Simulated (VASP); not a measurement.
# Lu (Im-3m) in VASP: notebook

Aim: see how the results for Lu move with the level of theory and the settings. Levels: PBE+D3(BJ), BLYP+D4. Tasks: single point.

Everything below comes from runs of VASP 6.6.1. Logs are shortened: lines on timing, memory, paths and dates and some standing lists are left out, and cuts for length are marked.

### 1 Starting point

Symmetry: Im-3m, No. 229, cubic system. The conventional cell has a = 3.908 Å, b = 3.908 Å, c = 3.908 Å, α = 90.00°, β = 90.00°, γ = 90.00°. Lu (site symmetry m-3m) has 8 Lu at 3.38 Å as nearest neighbours.

This isn't the form of Lu at room conditions, which is hcp.

### 2 Single point, PBE+D3(BJ)

File INCAR:

```
  PREC = Accurate
  ENCUT = 520
  EDIFF = 1E-7
  ISMEAR = 1
  SIGMA = 0.15
  LREAL = False
  LASPH = True
  NELM = 60
  ALGO = Normal
  ISIF = 2
  LWAVE = False
  LCHARG = True
  GGA = PE
  IVDW = 12
  LELF = True
  LVHAR = True
  NBANDS = 18
```

File KPOINTS:

```
regular mesh
0
Gamma
  7 7 7
```

File POSCAR:

```
Lu
1.0
   -1.9541071088      1.9541071088      1.9541071088
    1.9541071088     -1.9541071088      1.9541071088
    1.9541071088      1.9541071088     -1.9541071088
Lu
1
Direct
    0.0000000000      0.0000000000      0.0000000000
```

Potentials or basis: VASP PAW PBE potentials, release 64 (Lu).

On the command line:

```
cat potpaw_PBE.64/Lu/POTCAR > POTCAR
mpirun -np 1 vasp_std > vasp.out
```

OUTCAR:

```text
PREC = Accurate
   ENCUT = 520
   EDIFF = 1E-7
   ISMEAR = 1
   LREAL = False
   LASPH = True
   NELM = 60
   ISIF = 2
   GGA = PE
   IVDW = 12
 IVDW          = 12

 ion  position               nearest neighbor table
   1  0.000  0.000  0.000-

  LATTYP: Found a body centered cubic cell.
 ALAT       =     3.9082142176

  Lattice vectors:

 A1 = (  -1.9541071088,   1.9541071088,   1.9541071088)
 A2 = (   1.9541071088,  -1.9541071088,   1.9541071088)
 A3 = (   1.9541071088,   1.9541071088,  -1.9541071088)

Analysis of symmetry for initial positions (statically):
=====================================================================
 Subroutine PRICEL returns:
 Original cell was already a primitive cell.

 Routine SETGRP: Setting up the symmetry group for a
 body centered cubic supercell.

 Subroutine GETGRP returns: Found 48 space group operations
 (whereof 48 operations were pure point group operations)
 out of a pool of 48 trial point group operations.

The static configuration has the point symmetry O_h .

Analysis of symmetry for dynamics (positions and initial velocities):
=====================================================================
 Subroutine PRICEL returns:
 Original cell was already a primitive cell.

 Routine SETGRP: Setting up the symmetry group for a
 body centered cubic supercell.

 Subroutine GETGRP returns: Found 48 space group operations
 (whereof 48 operations were pure point group operations)
 out of a pool of 48 trial point group operations.

The dynamic configuration has the point symmetry O_h .

 Subroutine INISYM returns: Found 48 space group operations
 (whereof 48 operations are pure point group operations),
 and found     1 'primitive' translations

----------------------------------------------------------------------------------------

                                     Primitive cell

  volume of cell :      29.8473

  direct lattice vectors                    reciprocal lattice vectors
    -1.954107109  1.954107109  1.954107109     0.000000000  0.255871338  0.255871338
     1.954107109 -1.954107109  1.954107109     0.255871338  0.000000000  0.255871338
     1.954107109  1.954107109 -1.954107109     0.255871338  0.255871338  0.000000000

  length of vectors
     3.384612796  3.384612796  3.384612796     0.361856716  0.361856716  0.361856716

  position of ions in fractional coordinates (direct lattice)
     0.000000000  0.000000000  0.000000000

  ion indices of the primitive-cell ions
   primitive index   ion index
                 1           1

----------------------------------------------------------------------------------------

 KPOINTS: regular mesh

Automatic generation of k-mesh.
 Grid dimensions read from file:
 generate k-points for:    7    7    7

 Generating k-lattice:

  Cartesian coordinates                     Fractional coordinates (reciprocal lattice)
     0.000000000  0.036553048  0.036553048     0.142857143  0.000000000  0.000000000
     0.036553048  0.000000000  0.036553048     0.000000000  0.142857143  0.000000000
     0.036553048  0.036553048  0.000000000     0.000000000  0.000000000  0.142857143

  Length of vectors
     0.051693817  0.051693817  0.051693817

  Shift w.r.t. Gamma in fractional coordinates (k-lattice)
     0.000000000  0.000000000  0.000000000

 Subroutine IBZKPT returns following result:
 ===========================================

 Found     20 irreducible k-points:

 Following reciprocal coordinates:
            Coordinates               Weight
  0.000000  0.000000  0.000000      1.000000
  0.142857  0.000000  0.000000     12.000000
  0.285714  0.000000  0.000000     12.000000
  0.428571  0.000000  0.000000     12.000000
  0.142857  0.142857  0.000000     24.000000
  0.285714  0.142857 -0.000000     48.000000
[... 12 lines left out ...]
 -0.428571 -0.428571  0.285714      8.000000
 -0.428571  0.428571  0.428571      6.000000
   k-points           NKPTS =     20   k-points in BZ     NKDIM =     20   number of bands    NBANDS=     18
   number of dos      NEDOS =    301   number of ions     NIONS =      1
   total plane-waves  NPLWV =  21952
   dimension x,y,z NGX =    28 NGY =   28 NGZ =   28
   dimension x,y,z NGXF=    56 NGYF=   56 NGZF=   56
   ions per type =               1
   NGX,Y,Z   is equivalent  to a cutoff of  13.75, 13.75, 13.75 a.u.
   NGXF,Y,Z  is equivalent  to a cutoff of  27.51, 27.51, 27.51 a.u.
 SYSTEM =  unknown system
   PREC   = accura    normal or accurate (medium, high low for compatibility)
   ISTART =      0    job   : 0-new  1-cont  2-samecut
   ICHARG =      2    charge: 1-file 2-atom 10-const
   ISPIN  =      1    spin polarized calculation?
   LNONCOLLINEAR =      F non collinear calculations
   LSORBIT =      F    spin-orbit coupling
   LASPH  =      T    aspherical Exc in radial PAW
   ENCUT  =  520.0 eV  38.22 Ry    6.18 a.u.   6.29  6.29  6.29*2*pi/ulx,y,z
   NELM   =     60;   NELMIN=  2; NELMDL= -5     # of ELM steps
   EDIFF  = 0.1E-06   stopping-criterion for ELM
   LREAL  =      F    real-space projection
   EDIFFG = 0.1E-05   stopping-criterion for IOM
   NSW    =      0    number of steps for IOM
   IBRION =     -1    ionic relax: 0-MD 1-quasi-New 2-CG
   NFREE  =      0    steps in history (QN), initial steepest desc. (CG)
   ISIF   =      2    stress and relaxation
   ISYM   =      2    0-nonsym 1-usesym 2-fastsym
   POTIM  = 0.5000    time-step for ionic-motion
   TEBEG  =    0.0;   TEEND  =   0.0 temperature during run
   PSTRESS=    0.0 pullay stress
   NELECT =      25.0000    total number of electrons
   NUPDOWN=      -1.0000    fix difference up-down
   EMIN   =  10.00;   EMAX   =-10.00  energy-range for DOS
   EFERMI =   0.00;   METHOD = LEGACY
   ISMEAR =     1;   SIGMA  =   0.15  broadening in eV -4-tet -1-fermi 0-gaus
   EFERMI_NEDOS =   21; number of points for ismear=-14 and -15
   IALGO  =     38    algorithm
   IMIX   =      4    mixing-type and parameters
     AMIX     =   0.40;   BMIX     =  1.00
     AMIX_MAG =   1.60;   BMIX_MAG =  1.00
  volume/ion in A,a.u.               =      29.85       201.42
  Fermi-wavevector in a.u.,A,eV,Ry     =   1.543191  2.916209 32.401456  2.381440
  Thomas-Fermi vector in A             =   2.648889
   LORBIT       =      0    0 simple, 1 ext, 2 COOP (PROOUT), +10 PAW based schemes
   GGA     = PE    functional components
   LHFCALC =     F    Hartree Fock is set to
   AEXX    =    0.0000 exact exchange contribution
   IVDW    =    12    specifies the selected vdW correction
   LEPSILON=     F    determine dielectric tensor
   LRPA    =     F    only Hartree local field effects (RPA)
 non-spin polarized calculation
 Methfessel and Paxton  Order N= 1 SIGMA  =   0.15
  energy-cutoff  :      520.00
  volume of cell :       29.85
 maximum number of plane-waves:       812
 NGX is ok and might be reduce to    28
   NGX = 13   NGY = 13   NGZ = 13

 number of electron      24.9999996 magnetization

 Free energy of the ion-electron system (eV)
  ---------------------------------------------------
  ext. energy  EPLUGINS =         0.00000000
  ---------------------------------------------------
  free energy    TOTEN  =        -4.37766383 eV

  energy without entropy =       -4.37733932  energy(sigma->0) =       -4.37755566

 E-fermi :   2.2962     XC(G=0): -10.5556

 val. band max:        2.2872683358   @ k =   0.2857   0.1429   0.1429
 cond. band min:       2.3936615904   @ k =  -0.2857   0.2857   0.2857
 fundamental gap:      0.1063932546
 Fermi energy:         2.2961905742

 k-point     1 :       0.0000    0.0000    0.0000
  band No.  band energies     occupation
      1     -54.1777      2.00000
      2     -24.6095      2.00000
      3     -24.6095      2.00000
      4     -24.6095      2.00000
      5      -3.8159      2.00000
      6      -2.9277      2.00000
[... 10 lines left out ...]
     17       6.5611      0.00000
     18      13.8195      0.00000

 k-point     2 :       0.1429    0.0000    0.0000
  band No.  band energies     occupation
      1     -54.1724      2.00000
      2     -24.6989      2.00000
      3     -24.6384      2.00000
      4     -24.6097      2.00000
      5      -3.2474      2.00000
      6      -2.9232      2.00000
[... 10 lines left out ...]
     17       6.5730      0.00000
     18      14.2384      0.00000

 k-point     3 :       0.2857    0.0000    0.0000
  band No.  band energies     occupation
      1     -54.1603      2.00000
      2     -24.8934      2.00000
      3     -24.7025      2.00000
      4     -24.6100      2.00000
      5      -2.9174      2.00000
      6      -2.8960      2.00000
[... 10 lines left out ...]
     17       6.7691      0.00000
     18      13.1839      0.00000

 k-point     4 :       0.4286    0.0000    0.0000
  band No.  band energies     occupation
      1     -54.1506      2.00000
      2     -25.0436      2.00000
      3     -24.7533      2.00000
      4     -24.6103      2.00000
      5      -2.9183      2.00000
      6      -2.9053      2.00000
[... 10 lines left out ...]
     17       8.7348      0.00000
     18      10.8363      0.00000

 k-point     5 :       0.1429    0.1429    0.0000
  band No.  band energies     occupation
      1     -54.1636      2.00000
      2     -24.8321      2.00000
      3     -24.6730      2.00000
      4     -24.6304      2.00000
      5      -2.9150      2.00000
      6      -2.9029      2.00000
[... 10 lines left out ...]
     17       6.9336      0.00000
     18      13.7828      0.00000

 k-point     6 :       0.2857    0.1429   -0.0000
  band No.  band energies     occupation
      1     -54.1527      2.00000
      2     -24.9762      2.00000
      3     -24.7503      2.00000
      4     -24.6386      2.00000
      5      -2.9098      2.00000
      6      -2.9025      2.00000
[... 10 lines left out ...]
     17       8.0405      0.00000
     18      11.1823      0.00000

 k-point     7 :       0.4286    0.1429   -0.0000
  band No.  band energies     occupation
      1     -54.1479      2.00000
      2     -25.0360      2.00000
      3     -24.7893      2.00000
      4     -24.6402      2.00000
      5      -2.9122      2.00000
      6      -2.9104      2.00000
[... 10 lines left out ...]
     17       9.6108      0.00000
     18       9.6692      0.00000

 k-point     8 :       0.2857    0.2857    0.0000
  band No.  band energies     occupation
      1     -54.1467      2.00000
      2     -24.9756      2.00000
      3     -24.8541      2.00000
      4     -24.6636      2.00000
      5      -2.9144      2.00000
      6      -2.8968      2.00000
[... 10 lines left out ...]
     17       8.7692      0.00000
     18      10.1335      0.00000
[... 145 lines left out ...]
     17       8.1204      0.00000
     18      11.2915      0.00000

 k-point    16 :      -0.4286   -0.4286    0.1429
  band No.  band energies     occupation
      1     -54.1412      2.00000
      2     -24.9939      2.00000
      3     -24.8728      2.00000
      4     -24.7084      2.00000
      5      -2.9204      2.00000
      6      -2.8984      2.00000
[... 10 lines left out ...]
     17       9.4027      0.00000
     18       9.8845      0.00000

 k-point    17 :      -0.2857    0.2857    0.2857
  band No.  band energies     occupation
      1     -54.1452      2.00000
      2     -24.8820      2.00000
      3     -24.8040      2.00000
      4     -24.8040      2.00000
      5      -2.9059      2.00000
      6      -2.8912      2.00000
[... 10 lines left out ...]
     17       6.5808      0.00000
     18      12.9342      0.00000

 k-point    18 :      -0.4286    0.4286    0.2857
  band No.  band energies     occupation
      1     -54.1368      2.00000
      2     -24.9693      2.00000
      3     -24.8593      2.00000
      4     -24.8132      2.00000
      5      -2.9249      2.00000
      6      -2.8949      2.00000
[... 10 lines left out ...]
     17       8.2674      0.00000
     18      10.9832      0.00000

 k-point    19 :      -0.4286   -0.4286    0.2857
  band No.  band energies     occupation
      1     -54.1329      2.00000
      2     -24.9408      2.00000
      3     -24.9408      2.00000
      4     -24.8266      2.00000
      5      -2.9329      2.00000
      6      -2.8878      2.00000
[... 10 lines left out ...]
     17       9.3435      0.00000
     18      10.1488      0.00000

 k-point    20 :      -0.4286    0.4286    0.4286
  band No.  band energies     occupation
      1     -54.1292      2.00000
      2     -24.9322      2.00000
      3     -24.9170      2.00000
      4     -24.9170      2.00000
      5      -2.9395      2.00000
      6      -2.8909      2.00000
[... 10 lines left out ...]
     17       8.3005      0.00000
     18      10.1970      0.00000

------------------------ aborting loop because EDIFF is reached ----------------------------------------

 Edisp (eV)   -0.34387

 E8    (eV) :    -0.1800

  FORCE on cell =-STRESS in cart. coord.  units (eV):
  Direction    XX          YY          ZZ          XY          YZ          ZX
  --------------------------------------------------------------------------------------
  -------------------------------------------------------------------------------------
  Total      -0.43486    -0.43486    -0.43486     0.00000    -0.00000     0.00000
  in kB     -23.34305   -23.34305   -23.34305     0.00000    -0.00000     0.00000
  external pressure =      -23.34 kB  Pullay stress =        0.00 kB

 VOLUME and BASIS-vectors are now :
 -----------------------------------------------------------------------------
  energy-cutoff  :      520.00
  volume of cell :       29.85
      direct lattice vectors                 reciprocal lattice vectors
    -1.954107109  1.954107109  1.954107109     0.000000000  0.255871338  0.255871338
     1.954107109 -1.954107109  1.954107109     0.255871338  0.000000000  0.255871338
     1.954107109  1.954107109 -1.954107109     0.255871338  0.255871338  0.000000000

 POSITION                                       TOTAL-FORCE (eV/Angst)
 -----------------------------------------------------------------------------------
      0.00000      0.00000      0.00000         0.000000     -0.000000      0.000000
 -----------------------------------------------------------------------------------
    total drift:                               -0.000000     -0.000000     -0.000000

  FREE ENERGIE OF THE ION-ELECTRON SYSTEM (eV)
  ---------------------------------------------------
  free  energy   TOTEN  =        -4.7215359382 eV

  energy  without entropy=       -4.7212114334  energy(sigma->0) =       -4.72142777
```

Wall time 8.8 s (1 thread of Intel Xeon 6975P-C (Granite Rapids), shared host); peak memory 0.17 GiB.

What came out:

- Free energy: -4.7215 eV
- Pressure: -2.3 GPa
- Band gap on the k mesh: none (metal or under the smearing width)
- Dispersion energy per atom: -0.344 eV

Caveat: pairwise dispersion overbinds metals, which lowers pressure and volume.

[end of part 1 of 2]
